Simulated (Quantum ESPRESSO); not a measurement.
# AlCo (Pm-3m) in Quantum ESPRESSO: notebook

Aim: see how the results for AlCo move with the level of theory and the settings. Levels: PBEsol, LDA. Tasks: band structure, single point, equation of state.

Program: Quantum ESPRESSO 7.5. These are calculated values, not measurements. Logs are shortened: lines on timing, memory, paths and dates and some standing lists are left out, and cuts for length are marked.

## Step 1: The structure

Symmetry: Pm-3m, No. 221, cubic system. The conventional cell has a = 2.819 Å, b = 2.819 Å, c = 2.819 Å, α = 90.00°, β = 90.00°, γ = 90.00°. Co (site symmetry m-3m) has 8 Al at 2.44 Å as nearest neighbours. Al (site symmetry m-3m) has 8 Co at 2.44 Å as nearest neighbours.

The cell is a database's computed one.

## Step 2: Band structure, PBEsol, collinear spin, ferromagnetic start

pw.in

```
&CONTROL
  calculation = 'scf'
  prefix = 'pwscf'
  outdir = './tmp'
  pseudo_dir = './pseudo'
  tprnfor = .true.
  tstress = .true.
  disk_io = 'low'
/
&SYSTEM
  ibrav = 0
  nat = 2
  ntyp = 2
  ecutwfc = 56
  ecutrho = 448
  nbnd = 19
  occupations = 'smearing'
  smearing = 'fd'
  degauss = 0.00367493
  nspin = 2
  starting_magnetization(1) = 0.1176
  starting_magnetization(2) = 0
/
&ELECTRONS
  conv_thr = 4d-10
  electron_maxstep = 120
  mixing_beta = 0.3
/
ATOMIC_SPECIES
Co    58.9332 co_pbesol_v1.2.uspp.F.UPF
Al    26.9815 al_pbesol_v1.uspp.F.UPF
CELL_PARAMETERS angstrom
   2.8194032100    0.0000000000    0.0000000000
   0.0000000000    2.8194032100    0.0000000000
   0.0000000000    0.0000000000    2.8194032100
ATOMIC_POSITIONS crystal
Co     0.5000000000    0.5000000000    0.5000000000
Al     0.0000000000    0.0000000000    0.0000000000
K_POINTS automatic
9 9 9 0 0 0
```

bands.in

```
&CONTROL
  calculation = 'bands'
  prefix = 'pwscf'
  outdir = './tmp'
  pseudo_dir = './pseudo'
  disk_io = 'low'
  verbosity = 'high'
/
&SYSTEM
  ibrav = 0
  nat = 2
  ntyp = 2
  ecutwfc = 56
  ecutrho = 448
  nbnd = 19
  occupations = 'smearing'
  smearing = 'fd'
  degauss = 0.00367493
  nspin = 2
  starting_magnetization(1) = 0.1176
  starting_magnetization(2) = 0
/
&ELECTRONS
  conv_thr = 1d-08
  electron_maxstep = 120
  mixing_beta = 0.3
  diago_full_acc = .true.
  startingwfc = 'random'
/
ATOMIC_SPECIES
Co    58.9332 co_pbesol_v1.2.uspp.F.UPF
Al    26.9815 al_pbesol_v1.uspp.F.UPF
CELL_PARAMETERS angstrom
   2.8194032100    0.0000000000    0.0000000000
   0.0000000000    2.8194032100    0.0000000000
   0.0000000000    0.0000000000    2.8194032100
ATOMIC_POSITIONS crystal
Co     0.5000000000    0.5000000000    0.5000000000
Al     0.0000000000    0.0000000000    0.0000000000
K_POINTS crystal
60
 0.0000000000  0.0000000000  0.0000000000 1
 0.0000000000  0.0714285714  0.0000000000 1
 0.0000000000  0.1428571429  0.0000000000 1
 0.0000000000  0.2142857143  0.0000000000 1
 0.0000000000  0.2857142857  0.0000000000 1
 0.0000000000  0.3571428571  0.0000000000 1
 0.0000000000  0.4285714286  0.0000000000 1
 0.0000000000  0.5000000000  0.0000000000 1
 0.0714285714  0.5000000000  0.0000000000 1
 0.1428571429  0.5000000000  0.0000000000 1
 0.2142857143  0.5000000000  0.0000000000 1
 0.2857142857  0.5000000000  0.0000000000 1
 0.3571428571  0.5000000000  0.0000000000 1
 0.4285714286  0.5000000000  0.0000000000 1
 0.5000000000  0.5000000000  0.0000000000 1
 0.4545454545  0.4545454545  0.0000000000 1
 0.4090909091  0.4090909091  0.0000000000 1
 0.3636363636  0.3636363636  0.0000000000 1
 0.3181818182  0.3181818182  0.0000000000 1
 0.2727272727  0.2727272727  0.0000000000 1
 0.2272727273  0.2272727273  0.0000000000 1
 0.1818181818  0.1818181818  0.0000000000 1
 0.1363636364  0.1363636364  0.0000000000 1
 0.0909090909  0.0909090909  0.0000000000 1
 0.0454545455  0.0454545455  0.0000000000 1
 0.0000000000  0.0000000000  0.0000000000 1
 0.0357142857  0.0357142857  0.0357142857 1
 0.0714285714  0.0714285714  0.0714285714 1
 0.1071428571  0.1071428571  0.1071428571 1
 0.1428571429  0.1428571429  0.1428571429 1
 0.1785714286  0.1785714286  0.1785714286 1
 0.2142857143  0.2142857143  0.2142857143 1
 0.2500000000  0.2500000000  0.2500000000 1
 0.2857142857  0.2857142857  0.2857142857 1
 0.3214285714  0.3214285714  0.3214285714 1
 0.3571428571  0.3571428571  0.3571428571 1
 0.3928571429  0.3928571429  0.3928571429 1
 0.4285714286  0.4285714286  0.4285714286 1
 0.4642857143  0.4642857143  0.4642857143 1
 0.5000000000  0.5000000000  0.5000000000 1
 0.4545454545  0.5000000000  0.4545454545 1
 0.4090909091  0.5000000000  0.4090909091 1
 0.3636363636  0.5000000000  0.3636363636 1
 0.3181818182  0.5000000000  0.3181818182 1
 0.2727272727  0.5000000000  0.2727272727 1
 0.2272727273  0.5000000000  0.2272727273 1
 0.1818181818  0.5000000000  0.1818181818 1
 0.1363636364  0.5000000000  0.1363636364 1
 0.0909090909  0.5000000000  0.0909090909 1
 0.0454545455  0.5000000000  0.0454545455 1
 0.0000000000  0.5000000000  0.0000000000 1
 0.5000000000  0.5000000000  0.0000000000 1
 0.5000000000  0.5000000000  0.0625000000 1
 0.5000000000  0.5000000000  0.1250000000 1
 0.5000000000  0.5000000000  0.1875000000 1
 0.5000000000  0.5000000000  0.2500000000 1
 0.5000000000  0.5000000000  0.3125000000 1
 0.5000000000  0.5000000000  0.3750000000 1
 0.5000000000  0.5000000000  0.4375000000 1
 0.5000000000  0.5000000000  0.5000000000 1
```

Potentials or basis: GBRV 1.5 PBEsol.

The run is started by

```sh
$ OMP_NUM_THREADS=1 mpirun -n 2 pw.x -nk 2 -in pw.in > pw.out
$ OMP_NUM_THREADS=1 mpirun -n 2 pw.x -nk 2 -in bands.in > bands.out
```

pw.out:

```text
This program is part of the open-source Quantum ESPRESSO suite
     for quantum simulation of materials; please cite
[... 13 lines left out ...]
     --------------------
     sticks:   dense  smooth     PW     G-vecs:    dense   smooth      PW
     Sum        1005     505    161                24207     8601    1503

     Using Slab Decomposition

     bravais-lattice index     =            0
     lattice parameter (alat)  =       5.3279  a.u.
     unit-cell volume          =     151.2405 (a.u.)^3
     number of atoms/cell      =            2
     number of atomic types    =            2
     number of electrons       =        20.00
     number of Kohn-Sham states=           19
     kinetic-energy cutoff     =      56.0000  Ry
     charge density cutoff     =     448.0000  Ry
     scf convergence threshold =      4.0E-10
     mixing beta               =       0.3000
     number of iterations used =            8  plain     mixing
     Exchange-correlation= SLA  PW   PSX  PSC
                           (   1   4  10   8   0   0   0)

     celldm(1)=   5.327900  celldm(2)=   0.000000  celldm(3)=   0.000000
     celldm(4)=   0.000000  celldm(5)=   0.000000  celldm(6)=   0.000000

     crystal axes: (cart. coord. in units of alat)
               a(1) = (   1.000000   0.000000   0.000000 )
               a(2) = (   0.000000   1.000000   0.000000 )
               a(3) = (   0.000000   0.000000   1.000000 )

     reciprocal axes: (cart. coord. in units 2 pi/alat)
               b(1) = (  1.000000  0.000000  0.000000 )
               b(2) = (  0.000000  1.000000  0.000000 )
               b(3) = (  0.000000  0.000000  1.000000 )

     PseudoPot. # 1 for Co read from file:
     co_pbesol_v1.2.uspp.F.UPF
     Pseudo is Ultrasoft + core correction, Zval = 17.0
     Generated by new atomic code, or converted to UPF format
     Using radial grid of  863 points,  6 beta functions with:
                l(1) =   0
                l(2) =   0
                l(3) =   1
                l(4) =   1
                l(5) =   2
                l(6) =   2
     Q(r) pseudized with  8 coefficients,  rinner =    1.200   1.200   1.200
                                                       1.200   1.200

     PseudoPot. # 2 for Al read from file:
     al_pbesol_v1.uspp.F.UPF
     Pseudo is Ultrasoft + core correction, Zval =  3.0
     Generated by new atomic code, or converted to UPF format
     Using radial grid of  893 points,  3 beta functions with:
                l(1) =   0
                l(2) =   1
                l(3) =   2
     Q(r) pseudized with  8 coefficients,  rinner =    0.900   0.900   0.900
                                                       0.900   0.900

     atomic species   valence    mass     pseudopotential
     Co               17.00    58.93320     Co( 1.00)
     Al                3.00    26.98150     Al( 1.00)

     Starting magnetic structure
     atomic species   magnetization
     Co              0.118
     Al              0.000

     48 Sym. Ops., with inversion, found

   Cartesian axes

     site n.     atom                  positions (alat units)
         1        Co     tau(   1) = (   0.5000000   0.5000000   0.5000000  )
         2        Al     tau(   2) = (   0.0000000   0.0000000   0.0000000  )

     number of k points=    35  Fermi-Dirac smearing, width (Ry)=  0.0037
                       cart. coord. in units 2pi/alat
        k(    1) = (   0.0000000   0.0000000   0.0000000), wk =   0.0013717
        k(    2) = (   0.0000000   0.0000000   0.1111111), wk =   0.0082305
        k(    3) = (   0.0000000   0.0000000   0.2222222), wk =   0.0082305
        k(    4) = (   0.0000000   0.0000000   0.3333333), wk =   0.0082305
        k(    5) = (   0.0000000   0.0000000   0.4444444), wk =   0.0082305
        k(    6) = (   0.0000000   0.1111111   0.1111111), wk =   0.0164609
[... 27 lines left out ...]
        k(   34) = (   0.3333333   0.4444444   0.4444444), wk =   0.0329218
        k(   35) = (   0.4444444   0.4444444   0.4444444), wk =   0.0109739

     Dense  grid:    24207 G-vectors     FFT dimensions: (  36,  36,  36)

     Smooth grid:     8601 G-vectors     FFT dimensions: (  25,  25,  25)

     Check: negative core charge=   -0.000014
     Generating pointlists ...
     new r_m :   0.3572 (alat units)  1.9033 (a.u.) for type    1
     new r_m :   0.3572 (alat units)  1.9033 (a.u.) for type    2

     Initial potential from superposition of free atoms

     starting charge      18.9976, renormalised to      20.0000
     Starting wfcs are   17 randomized atomic wfcs +    2 random wfcs

     Self-consistent Calculation

     iteration #  1     ecut=    56.00 Ry     beta= 0.30
     Davidson diagonalization with overlap
     ethr =  1.00E-02,  avg # of iterations =  5.6

     total energy              =    -299.50998738 Ry
     estimated scf accuracy    <      16.58976243 Ry

     total magnetization       =     0.27 Bohr mag/cell
     absolute magnetization    =     0.59 Bohr mag/cell

     iteration #  2     ecut=    56.00 Ry     beta= 0.30
     Davidson diagonalization with overlap
     ethr =  1.00E-02,  avg # of iterations =  3.0

     total energy              =    -304.20602073 Ry
     estimated scf accuracy    <      11.41227092 Ry

     total magnetization       =     0.05 Bohr mag/cell
     absolute magnetization    =     0.11 Bohr mag/cell
[... 141 lines left out ...]
     iteration # 17     ecut=    56.00 Ry     beta= 0.30
     Davidson diagonalization with overlap
     ethr =  3.99E-11,  avg # of iterations =  1.0

     total energy              =    -305.02579339 Ry
     estimated scf accuracy    <          1.3E-09 Ry

     total magnetization       =     0.00 Bohr mag/cell
     absolute magnetization    =     0.00 Bohr mag/cell

     iteration # 18     ecut=    56.00 Ry     beta= 0.30
     Davidson diagonalization with overlap
     ethr =  6.35E-12,  avg # of iterations =  1.0

     Magnetic moment per site  (integrated on atomic sphere of radius R)
     atom   1 (R=0.357)  charge= 15.6646  magn=  0.0000
     atom   2 (R=0.357)  charge=  1.2422  magn= -0.0000

     End of self-consistent calculation

 ------ SPIN UP ------------

          k = 0.0000 0.0000 0.0000 (  1045 PWs)   bands (ev):

   -79.7291 -43.1650 -43.1650 -43.1650   3.4153  11.6552  11.6552  13.9110
    13.9110  13.9110  20.8294  20.8294  20.8294  23.6997  23.6997  30.1781
    36.6800  36.6800  36.6800

          k = 0.0000 0.0000 0.1111 (  1061 PWs)   bands (ev):

   -79.7287 -43.1708 -43.1645 -43.1645   3.6550  11.6249  11.7214  13.7812
    13.7812  13.9245  19.0611  21.1623  21.1623  23.6580  25.2826  30.9420
    34.5929  34.5929  36.4559

          k = 0.0000 0.0000 0.2222 (  1069 PWs)   bands (ev):

   -79.7276 -43.1855 -43.1633 -43.1633   4.3634  11.3584  11.8948  13.4826
    13.4826  13.9588  16.8010  22.0742  22.0742  23.5400  27.0196  31.8756
    31.8756  33.3021  34.0615
[... 181 lines left out ...]
          k = 0.3333 0.4444 0.4444 (  1058 PWs)   bands (ev):

   -79.7194 -43.2042 -43.2041 -43.1926  10.1097  10.9025  10.9078  13.5366
    14.3174  15.0616  16.1433  17.7592  19.1952  21.1050  22.3823  22.8997
    26.6973  39.4332  41.7290

          k = 0.4444 0.4444 0.4444 (  1070 PWs)   bands (ev):

   -79.7187 -43.2031 -43.2030 -43.2030  10.4705  10.7328  10.7328  14.3728
    14.3728  16.0100  17.2276  17.2276  19.1147  20.6360  20.6360  21.4263
    24.9343  42.3056  42.3056

 ------ SPIN DOWN ----------

          k = 0.0000 0.0000 0.0000 (  1045 PWs)   bands (ev):

   -79.7291 -43.1650 -43.1650 -43.1650   3.4153  11.6552  11.6552  13.9111
    13.9111  13.9111  20.8294  20.8294  20.8294  23.6997  23.6997  30.1782
    36.6799  36.6799  36.6799

          k = 0.0000 0.0000 0.1111 (  1061 PWs)   bands (ev):

   -79.7286 -43.1708 -43.1645 -43.1645   3.6549  11.6249  11.7214  13.7813
    13.7813  13.9245  19.0611  21.1623  21.1623  23.6580  25.2826  30.9420
    34.5929  34.5929  36.4559

          k = 0.0000 0.0000 0.2222 (  1069 PWs)   bands (ev):

   -79.7276 -43.1855 -43.1633 -43.1633   4.3634  11.3584  11.8948  13.4827
    13.4827  13.9588  16.8010  22.0742  22.0742  23.5400  27.0196  31.8755
    31.8755  33.3021  34.0615
[... 181 lines left out ...]
          k = 0.3333 0.4444 0.4444 (  1058 PWs)   bands (ev):

   -79.7194 -43.2041 -43.2040 -43.1926  10.1097  10.9025  10.9078  13.5367
    14.3174  15.0616  16.1433  17.7592  19.1952  21.1050  22.3823  22.8997
    26.6974  39.4332  41.7290

          k = 0.4444 0.4444 0.4444 (  1070 PWs)   bands (ev):

   -79.7186 -43.2030 -43.2029 -43.2029  10.4705  10.7329  10.7329  14.3729
    14.3729  16.0100  17.2276  17.2276  19.1146  20.6360  20.6360  21.4263
    24.9343  42.3056  42.3056

     the Fermi energy is    14.7804 ev

!    total energy              =    -305.02579339 Ry
     estimated scf accuracy    <          3.5E-10 Ry
     smearing contrib. (-TS)   =      -0.00032325 Ry
     internal energy E=F+TS    =    -305.02547013 Ry

     The total energy is F=E-TS. E is the sum of the following terms:
     one-electron contribution =    -210.39269225 Ry
     hartree contribution      =     116.23261835 Ry
     xc contribution           =     -36.81705919 Ry
     ewald contribution        =    -174.04833704 Ry

     total magnetization       =     0.00 Bohr mag/cell
     absolute magnetization    =     0.00 Bohr mag/cell

     convergence has been achieved in  18 iterations

     Forces acting on atoms (cartesian axes, Ry/au):

     atom    1 type  1   force =     0.00000000    0.00000000    0.00000000
     atom    2 type  2   force =     0.00000000    0.00000000    0.00000000

     Total force =     0.000000     Total SCF correction =     0.000000

     Computing stress (Cartesian axis) and pressure

          total   stress  (Ry/bohr**3)                   (kbar)     P=        4.79
   0.00003254   0.00000000   0.00000000            4.79        0.00        0.00
   0.00000000   0.00003254   0.00000000            0.00        4.79        0.00
   0.00000000   0.00000000   0.00003254            0.00        0.00        4.79

=------------------------------------------------------------------------------=
   JOB DONE.
=------------------------------------------------------------------------------=
```

Wall time 15 s (2 MPI ranks of Intel Xeon 6975P-C (Granite Rapids), shared host); peak memory 0.22 GiB.

Results:

```yaml
Free_energy: -4150.0873 eV
Pressure: 0.5 GPa
Band_gap_on_the_k_mesh: none (metal or under the smearing width)
Net_moment: 0.00 μB per cell
Absolute_moment: 0.00 μB per cell
Valence_electrons_inside_the_program's_atomic_spheres: Co 15.66; Al 1.24
```

Levels at the corners of the path, in eV from the Fermi level:
Spin up:
| point | band 8 | band 9 | band 10 | band 11 | band 12 | band 13 |
| --- | --- | --- | --- | --- | --- | --- |
| Γ | -0.87 | -0.87 | -0.87 | 6.05 | 6.05 | 6.05 |
| X | -1.80 | -1.80 | -0.75 | 0.20 | 8.46 | 10.74 |
| M | -2.80 | -1.57 | -1.57 | -0.24 | 2.51 | 3.66 |
| Γ | -0.87 | -0.87 | -0.87 | 6.05 | 6.05 | 6.05 |
| R | -0.20 | -0.20 | 2.36 | 2.36 | 2.36 | 4.31 |
| X | -1.80 | -1.80 | -0.75 | 0.20 | 8.46 | 10.74 |
| M | -2.80 | -1.57 | -1.57 | -0.24 | 2.51 | 3.66 |
| R | -0.20 | -0.20 | 2.36 | 2.36 | 2.36 | 4.31 |
Spin down:
| point | band 7 | band 8 | band 9 | band 10 | band 11 | band 12 | band 13 | band 14 |
| --- | --- | --- | --- | --- | --- | --- | --- | --- |
| Γ | -3.12 | -0.87 | -0.87 | -0.87 | 6.05 | 6.05 | 6.05 | 8.92 |
| X | -2.51 | -1.80 | -1.80 | -0.75 | 0.20 | 8.46 | 10.74 | 10.74 |
| M | -2.80 | -2.80 | -1.57 | -1.57 | -0.24 | 2.51 | 3.66 | 12.90 |
| Γ | -3.12 | -0.87 | -0.87 | -0.87 | 6.05 | 6.05 | 6.05 | 8.92 |
| R | -4.13 | -0.20 | -0.20 | 2.36 | 2.36 | 2.36 | 4.31 | 5.52 |
| X | -2.51 | -1.80 | -1.80 | -0.75 | 0.20 | 8.46 | 10.74 | 10.74 |
| M | -2.80 | -2.80 | -1.57 | -1.57 | -0.24 | 2.51 | 3.66 | 12.90 |
| R | -4.13 | -0.20 | -0.20 | 2.36 | 2.36 | 2.36 | 4.31 | 5.52 |

Caveat: the starting moments collapsed, and a magnetic state may lie lower.

[end of part 1 of 2]
